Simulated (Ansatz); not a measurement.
**NaSrI3 (cubic perovskite) (Pm-3m): the dielectric response by several routes**

How strongly does NaSrI3 (cubic perovskite) (Pm-3m) screen? Routes: perturbation theory, a sum over states and the RPA step of G0W0.

Calculated with Ansatz 0.2.0; linear response on PBEsol, plane waves, PAW.

The structure was built from a prototype and need not be the compound's stable phase.

## 1. The starting structure

It takes space group Pm-3m (No. 221, cubic). The conventional cell has a = 6.304 Å, b = 6.304 Å, c = 6.304 Å, α = 90.00°, β = 90.00°, γ = 90.00°. Na has 12 I at 4.46 Å nearest. Sr has 6 I at 3.15 Å nearest. I has 2 Sr at 3.15 Å nearest. It derives from I3Na1Sr1. Farther neighbours and most contacts between anions are not listed.

As a file:

```cif
data_structure
_symmetry_space_group_name_H-M 'P 1'
_symmetry_Int_Tables_number 1
_cell_length_a 6.3037
_cell_length_b 6.3037
_cell_length_c 6.3037
_cell_angle_alpha 90.000
_cell_angle_beta 90.000
_cell_angle_gamma 90.000
_cell_volume 250.49
loop_
_atom_site_label
_atom_site_type_symbol
_atom_site_fract_x
_atom_site_fract_y
_atom_site_fract_z
_atom_site_occupancy
Na1 Na 0.00000 0.00000 0.00000 1
Sr2 Sr 0.50000 0.50000 0.50000 1
I3 I 0.50000 0.50000 0.00000 1
I4 I 0.50000 0.00000 0.50000 1
I5 I 0.00000 0.50000 0.50000 1
```

The structure was relaxed with PBEsol. The structure type comes from a generator and need not be one that this composition takes. The runs that relaxed it are not among those shown. Spin-orbit coupling is left out unless a step names it. The default PAW set here is soft_2. Its files were made with PBE.

## 2. Response to a homogeneous field

The response to a uniform field gives ε∞, a yardstick for the screening that GW builds on its mesh.

This step: dielectric response by perturbation theory, PBEsol, plane waves, PAW.

The input, input.yaml:

```yaml
crystal:
  lattice:
    - [6.3036929043, 0.0, 0.0]
    - [0.0, 6.3036929043, 0.0]
    - [0.0, 0.0, 6.3036929043]
  atoms:
    - { symbol: Na, position: [0.0, 0.0, 0.0] }
    - { symbol: Sr, position: [0.5, 0.5, 0.5] }
    - { symbol: I, position: [0.5, 0.5, 0.0] }
    - { symbol: I, position: [0.5, 0.0, 0.5] }
    - { symbol: I, position: [0.0, 0.5, 0.5] }
kpoints:
  mp_grid: { grid: [4, 4, 4] }
hamiltonian:
  xc: pbesol
scf:
  occupations: { method: fixed }
dielectric: {}
```

Command:

```bash
ansatz run input.yaml --threads 4 --pin off --max-ram 17510MiB --backend cpu --events-out ev --progress --plain --runs-dir out
```

Numbers of over 12 decimals in the logs are rounded to 6 here.

The log of the run:

```text
Engine: ansatz 0.2.0, aarch64-unknown-linux-gnu
Pseudopotentials: kind: paw
Pseudopotential: Na, paw, valence charge 9, recommended cutoff 420 eV (normal), Na.paw.azcp
Pseudopotential: Sr, paw, valence charge 10, recommended cutoff 420 eV (normal), Sr.paw.azcp
Pseudopotential: I, paw, valence charge 17, recommended cutoff 420 eV (normal), I.paw.azcp
Functional definition: PBEsol
  exchange = pbesol_x
  correlation = pbesol_c
Crystal: 5 atoms, lattice volume = 250.487 Å³
Basis set: ecut = 420 eV, 4945 PW (Γ), exchange–correlation on 90×90×90 points (8 copies of the dense FFT grid, shifted against one another)
Bands: 42, of which v1, the nominal top of the filled ones, is band 35 counted from 1 (34 counted from 0)
Symmetry: 48 space group operations
k-points: 18 of 64 (irreducible under 8 space group operations, time reversal used)
Non-local potential: Na, projectors of the file, l = 0: 3, l = 1: 2, l = 2: 1
Non-local potential: Sr, projectors of the file, l = 0: 3, l = 1: 2, l = 2: 2
Non-local potential: I, projectors of the file, l = 0: 2, l = 1: 2, l = 2: 2, l = 3: 2
PAW form: soft (Blöchl's): semilocal exchange-correlation on the pseudo side does not see the compensation charge
PAW frozen core: Na, regenerated for the run's functional, and the local potential with it (the file was generated under x = pbe(κ = 0.804, μ = 0.219515), c = pbe(β = 0.066725))
PAW frozen core: Sr, regenerated for the run's functional, and the local potential with it (the file was generated under x = pbe(κ = 0.804, μ = 0.219515), c = pbe(β = 0.066725))
PAW frozen core: I, regenerated for the run's functional, and the local potential with it (the file was generated under x = pbe(κ = 0.804, μ = 0.219515), c = pbe(β = 0.066725))
PAW one-centre angular grid: Na, 110 points (default); XC on 64 Gauss nodes
PAW one-centre angular grid: Sr, 110 points (default); XC on 64 Gauss nodes
PAW one-centre angular grid: I, 590 points (default); XC on 64 Gauss nodes
Initial density: superposition of atomic densities (neutral atoms: chi_scale 0, normalization atom), corrected by the library's trained network
Initial wavefunctions: pseudopotential atomic-orbital guess
Functional: x = pbesol(κ = 0.804, μ = 0.123457), c = pbesol(β = 0.046)
SCF iter   1: F=—  HF=-27271.400921 eV  |F-HF|=—  |Δ(HF+E_count)|=         —  Δρ=1.68e-3  dr2=5.71e-3  ethr=1.77e-3  ⟨swp⟩=7.0  Hψ=2881  notcnv=0  defer=78
preconditioner: auto → Resta (q_TF=auto, 2.206 Å⁻¹)  ε∞=2.8  [insulator: Δε(μ)=2.458 eV  Ē_g=8.611 eV  n_scr=32 (ndim 8)  ℏωp=11.5 eV  f_vac=0.279  ε∞_Penn≈2.8]
SCF iter   2: F=—  HF=-27271.402182 eV  |F-HF|=—  |Δ(HF+E_count)|=   1.26e-3  Δρ=7.89e-4  dr2=1.60e-3  ethr=8.15e-6  ⟨swp⟩=3.7  Hψ=1767  notcnv=0  defer=89
SCF iter   3: F=—  HF=-27271.403082 eV  |F-HF|=—  |Δ(HF+E_count)|=   8.99e-4  Δρ=2.12e-4  dr2=1.17e-4  ethr=2.29e-6  ⟨swp⟩=3.4  Hψ=1011  notcnv=0  defer=84
SCF iter   4: F=—  HF=-27271.403280 eV  |F-HF|=—  |Δ(HF+E_count)|=   1.98e-4  Δρ=5.39e-5  dr2=1.38e-5  ethr=1.67e-7  ⟨swp⟩=2.1  Hψ=1078  notcnv=0  defer=84
SCF iter   5: F=—  HF=-27271.403294 eV  |F-HF|=—  |Δ(HF+E_count)|=   1.45e-5  Δρ=2.41e-5  dr2=2.29e-6  ethr=1.97e-8  ⟨swp⟩=2.0  Hψ=1350  notcnv=0  defer=83
SCF iter   6: F=—  HF=-27271.403253 eV  |F-HF|=—  |Δ(HF+E_count)|=   4.08e-5  Δρ=5.79e-6  dr2=2.88e-7  ethr=3.26e-9  ⟨swp⟩=2.0  Hψ=1361  notcnv=0  defer=80
SCF iter   7: F=—  HF=-27271.403254 eV  |F-HF|=—  |Δ(HF+E_count)|=   1.43e-7  Δρ=1.70e-6  dr2=1.51e-8  ethr=4.12e-10  ⟨swp⟩=2.0  Hψ=1047  notcnv=0  defer=80
SCF iter   8: F=—  HF=-27271.403254 eV  |F-HF|=—  |Δ(HF+E_count)|=   1.14e-8  Δρ=4.72e-7  dr2=8.73e-10  ethr=2.16e-11  ⟨swp⟩=2.0  Hψ=1061  notcnv=0  defer=80
SCF iter   9: F=-27271.403254 eV  HF=-27271.403254 eV  |F-HF|=1.82e-11  |Δ(HF+E_count)|=  5.42e-10  Δρ=1.30e-7  dr2=8.53e-11  ethr=1.00e-12  ⟨swp⟩=16.9  Hψ=4251  notcnv=0
SCF 1 converged in 9 iterations: F = -27271.403254 eV  dr2 = 8.53e-11
  greatest PAW one-centre occupation: 0.999 electrons in one spin orbital (limit 2), on the Na atom at site 0 (counted from 0), in its partial waves of l = 0
DFPT response loops at Γ: preconditioner auto → none (the input reference at scf.mixing.eps_inf says where Resta's filter doesn't serve); β = 0.50; Broyden in place of MSR1
── the response to a field inside a basis, on 4×4×4 k-points: an SCF that follows is theirs, and a resumed run solves both again ──
Bands: 36, of which v1, the nominal top of the filled ones, is band 35 counted from 1 (34 counted from 0)
k-points: 4 of 64
Initial density: handed on by an earlier stage of this run
Initial wavefunctions: pseudopotential atomic-orbital guess (no wavefunctions were taken with the density)
Eigensolver: Dense (4 Hₖ)
SCF iter   1: F=—  HF=-27271.350204 eV  |F-HF|=—  |Δ(HF+E_count)|=         —  Δρ=1.28e-4  dr2=1.09e-5  ethr=1.00e-1
preconditioner: auto → Resta (q_TF=auto, 2.206 Å⁻¹)  ε∞=3.8  [insulator: Δε(μ)=2.874 eV  Ē_g=6.837 eV  n_scr=32 (ndim 8)  ℏωp=11.5 eV  f_vac=0.276  ε∞_Penn≈3.8]
SCF iter   2: F=—  HF=-27271.350213 eV  |F-HF|=—  |Δ(HF+E_count)|=   9.46e-6  Δρ=6.76e-5  dr2=4.07e-6  ethr=1.56e-8
SCF iter   3: F=—  HF=-27271.350219 eV  |F-HF|=—  |Δ(HF+E_count)|=   5.29e-6  Δρ=8.86e-6  dr2=1.59e-7  ethr=5.82e-9
SCF iter   4: F=-27271.350219 eV  HF=-27271.350219 eV  |F-HF|=2.81e-8  |Δ(HF+E_count)|=   1.97e-7  Δρ=2.39e-6  dr2=2.34e-8  ethr=2.28e-10
SCF 1 converged in 4 iterations: F = -27271.350219 eV  dr2 = 2.34e-8
DFPT response loops at Γ: mixed as the last ones told, above
SCF converged after 9 iterations
Free energy (F): -27271.403254 eV
Harris-Foulkes:  -27271.403254 eV  (|F-HF|=1.82e-11)
Internal energy: -27271.403254 eV  (E = F + TS)
E sigma→0 (E₀):  -27271.403254 eV
Fermi energy:    2.075213 eV
--- Per-component energies (eV) ---
  E_band       = -1649.132965
  E_kinetic    = 933.265236
  E_local      = -9539.323851  (includes V_loc(G=0)·N_el)
  E_nonlocal   = 54.251799
  E_hartree    = 4417.052051
  E_xc         = -590.632940
  E_vxc        = -595.226731  (∫ρ·V_xc dr)
  E_paw        = -17110.151566  (= ΣΔE_a)
  E_vpaw       = -1336.203763  (= ΣTr[D̂ρ^β])
  E_aug_tail   = 0.000012  (compensation charges beyond the density's cutoff)
  E_ewald      = -5437.289462
  E_core_change = 1.425467  (= ΣΔE_core)
  E_smearing   = -0.000000  (= −TS)
  E_closure    = -0.000000  (closes the sum)
  Σ components = -27271.403254   (vs F -27271.403254, Δ=0.00e0)
--- Band table (eV; the first three rows and the last of 18) ---
  k-point 0: bands = [... 31 lower, 1.5135, 1.7972, 1.7972, 1.7972, 4.5054, 6.1374, 6.1374, 6.1374, ... 3 higher]
  k-point 1: bands = [... 31 lower, 1.3702, 1.4513, 1.7309, 1.7309, 4.9733, 6.1863, 6.6666, 6.6666, ... 3 higher]
  k-point 2: bands = [... 31 lower, 1.1408, 1.3920, 1.7092, 1.7092, 5.6915, 6.2388, 6.4818, 7.3384, ... 3 higher]
  k-point 17: bands = [... 31 lower, 0.6712, 2.0752, 2.0752, 2.0752, 4.9515, 7.8079, 7.8079, 7.8079, ... 3 higher]
--- Dielectric response (ions clamped): 3 representative field directions + reference, inside a basis on a mesh of 64 k-points (Σ response iterations 18) ---
  ε∞ (high-frequency dielectric tensor):
        3.169555    -0.000000     0.000000
       -0.000000     3.169555     0.000000
        0.000000     0.000000     3.169555
  Born effective charges Z* (e; rows j = field, columns β = displacement):
    site 0:
         1.42790   -0.00000   -0.00000
        -0.00000    1.42790    0.00000
         0.00000    0.00000    1.42790
    site 1:
         2.47855   -0.00000   -0.00000
        -0.00000    2.47855    0.00000
         0.00000    0.00000    2.47855
    site 2:
        -0.88631    0.00000   -0.00000
        -0.00000   -0.88631    0.00000
        -0.00000    0.00000   -2.13383
    site 3:
        -0.88631    0.00000    0.00000
         0.00000   -2.13383    0.00000
         0.00000    0.00000   -0.88631
    site 4:
        -2.13383   -0.00000   -0.00000
        -0.00000   -0.88631    0.00000
         0.00000    0.00000   -0.88631
  Z* charge neutrality: 1.681e-2 e pre-enforcement
  solved inside a basis spanned on kpoints, on 4×4×4 k-points, its susceptibility summed on 8×8×8: ε∞ is read to err by 1.0e-2, Z* by 2.4e-2 e (field_mesh: kpoints solves on kpoints); Z* is corrected for what the basis lacks
```

The job ended after 39 s (4 threads of Arm Neoverse V1, shared host; peak memory 1.2 GiB; 2.4 min of CPU time).

In the SCF lines HF is the Harris–Foulkes energy and dr2 the Hartree energy of the density residual, in eV; the loop may stop once dr2 is under the threshold and the program's other checks hold. Hψ counts applications of the Hamiltonian.

Numbers from this step:

```
stated error of ε∞ : 0.01
```

One over ε∞ averages 0.32, somewhat over the quarter of exact exchange in PBE0.

High-frequency dielectric tensor:

```
3.17 0.00 0.00
0.00 3.17 0.00
0.00 0.00 3.17
```

Born effective charge (e), principal values of the symmetric part by kind of site:

```tsv
atom	atoms with these values	low	middle	high	mean
Na1	1	1.43	1.43	1.43	1.43
Sr2	1	2.48	2.48	2.48	2.48
I3	3	-2.13	-0.89	-0.89	-1.30
```

In full for I3:

```
-0.89  0.00  0.00
 0.00 -0.89  0.00
 0.00  0.00 -2.13
```

## 3. Independent-particle spectrum

The independent-particle spectrum shows where the oscillator strength lies, before excitons and local fields.

This step: independent-particle optics on PBEsol, plane waves, PAW.

input.yaml: that of step 2 with these lines changed.

```diff
@@ -17,2 +17,4 @@
   occupations: { method: fixed }
-dielectric: {}
+  n_extra_bands: 171
+output:
+  optics: { e_range: [0, 25], de: 0.1, sigma: 0.2 }
```

The log of the run:

```text
[...]
Crystal: 5 atoms, lattice volume = 250.487 Å³
Basis set: ecut = 420 eV, 4945 PW (Γ)
Bands: 206, of which v1, the nominal top of the filled ones, is band 35 counted from 1 (34 counted from 0)
[... 1 set-up line as in the run before ...]
[...]
k-points: 10 of 64
[...]
SCF iter   1: F=—  HF=-27271.401582 eV  |F-HF|=—  |Δ(HF+E_count)|=         —  Δρ=1.68e-3  dr2=5.82e-3  ethr=1.77e-3  ⟨swp⟩=6.2  Hψ=7372  notcnv=0  defer=1666
[...]
SCF iter   9: F=-27271.403246 eV  HF=-27271.403246 eV  |F-HF|=0.00e0  |Δ(HF+E_count)|=  6.55e-11  Δρ=1.77e-8  dr2=1.20e-12  ethr=1.00e-12  ⟨swp⟩=18.1  Hψ=23905  notcnv=0
SCF 1 converged in 9 iterations: F = -27271.403246 eV  dr2 = 1.20e-12
[...]
Optics k sum: 0 of 10 k-points
Optics k sum: 1 of 10 k-points
[...]
Optics k sum: 10 of 10 k-points
SCF converged after 9 iterations
Free energy (F): -27271.403246 eV
[...]
Internal energy: -27271.403246 eV  (E = F + TS)
E sigma→0 (E₀):  -27271.403246 eV
Fermi energy:    2.075217 eV
[...]
--- Band table (eV; the first three rows and the last of 10) ---
  k-point 0: bands = [... 31 lower, 1.5135, 1.7972, 1.7972, 1.7972, 4.5054, 6.1375, 6.1375, 6.1375, ... 167 higher]
  k-point 1: bands = [... 31 lower, 1.3702, 1.4513, 1.7309, 1.7309, 4.9733, 6.1863, 6.6667, 6.6667, ... 167 higher]
  k-point 2: bands = [... 31 lower, 1.1408, 1.3920, 1.7092, 1.7092, 5.6913, 6.2389, 6.4819, 7.3384, ... 167 higher]
  k-point 9: bands = [... 31 lower, 0.6712, 2.0752, 2.0752, 2.0752, 4.9513, 7.8079, 7.8079, 7.8079, ... 167 higher]
```

Run time: 54 s. Hardware: 4 threads; peak memory 1.6 GiB; 3.5 min of CPU time.

This step gave:

| Item | Value |
| --- | --- |
| ε∞ without local fields (xx, yy, zz) | 3.601, 3.601, 3.601 |
| electrons in the f-sum (xx, yy, zz) | 62.65, 62.65, 62.65 |
| bands in the explicit sum (the static value is completed to all bands) | 206 |

The sum gives ε∞ = 3.60 without local fields.

The ε₂, xx=yy=zz has structure finer than the step of the table below, so its rows give means over 1 eV, whole bins alone (the curve runs from 0 to 25 eV). Peaks (eV: height): 4.9: 5.64, 6.9: 5.11.

Independent particles, no local fields, Gaussian width 0.2 eV. ε₂, xx=yy=zz against photon energy; means over each step:

```tsv
photon energy (eV)	ε₂, xx=yy=zz
1	0
2	0.00107
3	0.456
4	1.05
5	5.05
6	4.16
7	4.38
8	2.92
9	1.92
10	1.87
11	1.36
12	1.07
13	0.613
14	0.518
15	0.491
16	0.424
17	0.266
18	0.167
19	0.147
20	0.329
21	0.631
22	0.565
23	0.222
24	0.197
```

Independent particles, no local fields, Gaussian width 0.2 eV. Table of loss function, xx=yy=zz by photon energy; read off at these points:

```tsv
photon energy (eV)	loss function, xx=yy=zz
2.00	0
2.50	8.1e-4
3.00	0.021
3.50	0.0375
4.00	0.0270
4.50	0.0401
5.00	0.107
5.50	0.157
6.00	0.200
6.50	0.198
7.00	0.195
7.50	0.285
8.00	0.382
8.50	0.344
9.00	0.560
9.50	0.592
10.00	0.484
10.50	0.623
11.00	0.792
11.50	0.719
12.00	0.887
12.50	1.30
13.00	1.56
13.30	1.77
13.50	1.68
14.00	1.31
14.50	1.24
15.00	1.32
15.50	1.16
16.00	1.30
16.50	1.24
17.00	0.939
17.50	0.629
18.00	0.374
18.50	0.321
19.00	0.238
19.50	0.156
20.00	0.263
20.50	0.420
21.00	0.569
21.50	0.717
22.00	1.14
22.30	1.54
22.50	1.12
23.00	0.581
23.50	0.531
24.00	0.442
24.50	0.447
25.00	0.292
```

Independent particles, no local fields, Gaussian width 0.2 eV. ε₁, xx=yy=zz against photon energy:

```tsv
photon energy (eV)	ε₁, xx=yy=zz
0.0	3.59
0.5	3.61
1.0	3.67
1.5	3.78
2.0	3.97
2.5	4.33
3.0	4.76
3.5	4.94
4.0	5.10
4.5	7.52
5.0	4.59
5.5	2.44
6.0	2.29
6.5	1.95
7.0	0.698
7.5	-0.173
8.0	0.268
8.5	-0.438
9.0	-0.151
9.5	0.335
10.0	0.177
10.5	-0.244
11.0	0.0556
11.5	-0.0537
12.0	-0.268
12.5	-0.115
13.0	0.0579
13.5	0.209
14.0	0.360
14.5	0.374
15.0	0.366
15.5	0.432
16.0	0.383
16.5	0.400
17.0	0.460
17.5	0.523
18.0	0.631
18.5	0.697
19.0	0.776
19.5	0.895
20.0	1.11
20.5	0.967
21.0	0.858
21.5	0.697
22.0	0.393
22.5	0.408
23.0	0.556
23.5	0.582
24.0	0.646
24.5	0.631
25.0	0.701
```

## 4. RPA screening from the G0W0 run

Now the one-shot GW correction: screening in the RPA, then the self-energy of the levels asked for.

This step: G0W0 on PBEsol, plane waves, PAW.

input.yaml, the sections that differ from step 3:

```yaml
kpoints:
  mp_grid: { grid: [2, 2, 2] }
scf:
  occupations: { method: fixed }
gw:
  n_empty_bands: 747
  ecut_chi: 120.0
  qp_bands: [v2, c2]
  qp_kpoints: band_edges
  screening: { model: contour_deformation }
# crystal, hamiltonian: as in step 3
# output: removed
```

The log of the run:

```text
[...]
Crystal: 5 atoms, lattice volume = 250.487 Å³
Basis set: ecut = 420 eV, 4945 PW (Γ)
Bands: 42, of which v1, the nominal top of the filled ones, is band 35 counted from 1 (34 counted from 0)
[... 1 set-up line as in the run before ...]
[...]
k-points: 4 of 8
[...]
1    37      6.2200    -5.1749    -3.7845    -9.7880  0.8011     7.0612     7.0486  root
[...]
3    34      2.0896   -17.4246     1.6592   -14.4633  0.7715     0.7477     0.7874  root
     3    35      2.0896   -17.4246     1.6592   -14.4633  0.7715     0.7477     0.7874  root
     3    36      4.9579    -2.0606    -2.7224    -5.2712  0.8290     5.4504     5.4460  root
     3    37      7.8083    -4.1229    -3.4038    -8.1085  0.8081     8.3966     8.3901  root
[key lines of the parts left out:]
SCF converged after 7 iterations
Free energy (F): -27271.291187 eV
Fermi energy:    2.089575 eV
```

It took 2 min on 4 threads; peak memory 4.4 GiB; 8 min of CPU time.

This step gave:

```yaml
bands_summed: 782
rpa_eps_infinity_on_this_mesh_eigenvalues: 3.255, 3.255, 3.255
plane_waves_in_the_screening_matrix: 739
g0w0_gap_on_the_mesh: 4.169 eV
k_of_the_valence_top: -0.5, -0.5, -0.5
k_of_the_conduction_bottom: 0, 0, 0
starting_gap_on_the_mesh: 2.423 eV
least_direct_g0w0_gap_on_the_computed_points: 4.468 eV
```

The gap on the mesh goes from 2.42 eV to 4.17 eV, a correction of +1.75 eV. Between the two edge states, bare exchange in place of the xc potential would open the gap by 6.15 eV, and correlation takes back 4.41 eV.

Mean over the mesh in bins of 0.25 1/Å. The static inverse dielectric function, diagonal by length of q+G:

```tsv
length of q+G (Å⁻¹)	static inverse dielectric function, diagonal
0.50	0.422
0.77	0.480
1.09	0.566
1.22	0.603
1.51	0.681
1.79	0.743
2.07	0.795
2.26	0.820
2.53	0.851
2.75	0.872
2.99	0.892
3.25	0.910
3.50	0.925
3.72	0.937
4.00	0.948
4.26	0.958
4.54	0.966
4.75	0.971
5.00	0.977
5.25	0.981
5.50	0.985
```

## 5. The values together

Times are wall times on 4 threads of Arm Neoverse V1, shared host, good to a factor of about two.

```tsv
method	mesh	ε∞, low	middle	high	mean	time
perturbation theory (local fields and xc kernel)	4×4×4 (response on 64 points)	3.17	3.17	3.17	3.17	39 s
sum over states (no local fields)	4×4×4	3.60	3.60	3.60	3.60	54 s
RPA with local fields, on the GW mesh	2×2×2	3.25	3.25	3.25	3.25	2 min
```

## 6. What came out

| Quantity | Value |
| --- | --- |
| perturbation theory (local fields and xc kernel) | 3.17, 3.17, 3.17 |
| sum over states (no local fields) | 3.60, 3.60, 3.60 |
| RPA with local fields, on the GW mesh | 3.25, 3.25, 3.25 |

**Reading.** Mean Born effective charge: Na1 1.43, Sr2 2.48, I3 -1.30 e. The most distinct maxima of the ε₂, xx=yy=zz lie at 4.9 and 6.9 eV, the highest at 4.9 eV. Distinct peaks of the loss function, xx=yy=zz stand at 13.3 and 22.3 eV; the one at 13.3 eV is strongest. The sum without local fields gives 3.60 in the mean against 3.17 by perturbation theory; local fields lower ε∞ and the xc kernel gives part of it back, though the sum also carries the error of its own mesh. The RPA values on the 2×2×2 mesh average 1.03 times those of perturbation theory (means 3.25 and 3.17). Without the xc kernel RPA should lie a little lower; it lies higher here. Perturbation theory sums its response on a denser mesh of its own, so the coarser sum of the GW run is the likely cause. PBEsol usually puts the gap too low, which tends to raise ε∞. Ions are clamped, so the lattice part of the static constant is not in these numbers.

[Paths, hosts, dates, memory and timing lines, banners, echoed tables and standing remarks are left out of the program output.]

[Logs are printed without paths, hosts, clocks, repeated set-up lines and the standing remarks that a program may print on its own settings, such as how far it seeks lower states.]

[Runs of the session that timed out or met a known fault of the program may be left out.]

[Cells called generated may have been cut or substituted from an entry of the Crystallography Open Database or the Materials Project.]

[Hosts, paths, dates, database ids (printed as entryN), source tags and the programs' standing remarks are cut or masked in the printed files.]
